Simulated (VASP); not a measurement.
Write the native input for VASP 6.6.1 that does the following.

```
Task                   : single point
Functional             : PBE
Potentials or basis    : VASP PAW PBE potentials, release 64 (K_sv, Br)
Cutoff                 : 520 eV
k mesh                 : 6 × 6 × 6
Occupations            : gaussian, width 0.1 eV
Spin                   : no spin polarisation
Dipole correction      : no
Further INCAR settings : ALGO = Normal; EDIFF = 1e-06; NBANDS = 15
```

The structure of KBr lies in POSCAR:

```
KBr
1.0
    3.5997587902      0.0000000000      0.0000000000
    0.0000000000      3.5997587902      0.0000000000
    0.0000000000      0.0000000000      3.5997587902
K Br
1 1
Direct
    0.0000000000      0.0000000000      0.0000000000
    0.5000000000      0.5000000000      0.5000000000
```

Measurements of this composition are mostly on another form, of space group No. 225.

The cell isn't the ideal one: F replaced by Br, lengths x 1.145, strained and moved within the space group.

The input as run:

INCAR

```
PREC = Accurate
ENCUT = 520
EDIFF = 1E-6
ISMEAR = 0
SIGMA = 0.1
LREAL = F
LASPH = T
NELM = 100
ALGO = Normal
ISIF = 2
LWAVE = F
LCHARG = F
GGA = PE
NBANDS = 15
```

KPOINTS

```
regular mesh
0
Gamma
  6 6 6
```

Potentials or basis: VASP PAW PBE potentials, release 64 (K_sv, Br).

The run is started by

```console
$ cat potpaw_PBE.64/K_sv/POTCAR potpaw_PBE.64/Br/POTCAR > POTCAR
$ mpirun -np 1 vasp_std > vasp.out
```

Results of the run:

```json
{"Pressure": "12.6 GPa", "Band gap on the k mesh": "5.06 eV, direct"}
```

It took 13 s on 1 thread of Intel(R) Xeon(R) Platinum 8488C (Sapphire Rapids), on a shared host, peak memory 0.16 GiB.
